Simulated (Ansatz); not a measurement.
In, DFT, PBE, PAW with Ansatz's default frozen-core files, scalar-relativistic (Ansatz 0.2.0), run on 1 thread of Arm Neoverse V1 on a shared host.

The cell is COD entry 9017523, as deposited and not checked against the literature; nothing was relaxed. The listed cell was then made from it by scaling, straining or moving an atom.

Command: `ansatz run input.yaml --threads 1 --pin off --max-ram 3072MiB --backend cpu --events-out ev --progress --plain --runs-dir out`

```yaml
crystal:
  lattice:
    - [-1.62615, 1.62615, 2.4492105]
    - [1.62615, -1.62615, 2.4492105]
    - [1.62615, 1.62615, -2.4492105]
  atoms:
    - { symbol: In, position: [0.0, 0.0, 0.0] }
kpoints:
  mp_grid: { grid: [12, 12, 14] }
scf:
  occupations: { method: fermi_dirac, width: 0.05 }
hamiltonian:
  xc: pbe
  pseudopotentials: { kind: paw }
output:
  forces: true
  stress: true
  eigenvalues: true
  efg: { contact_densities: true }
```

(1) How large is the problem that the program sets up?

(2) About how long does it take, and how much memory does it use?

(3) And the same cell and mesh by all-electron PAW (datasets made for this crystal), asked for forces, stress, eigenvalues, efg, on the same hardware?

## Answers

(1) 554 irreducible k-points, 533 plane waves at Γ, 11 bands.

(2) 11 s of wall time for 7 SCF iterations, with a peak of 0.45 GiB. Times on shared machines scatter by tens of per cent.

(3) 26 s, peak memory 0.59 GiB.
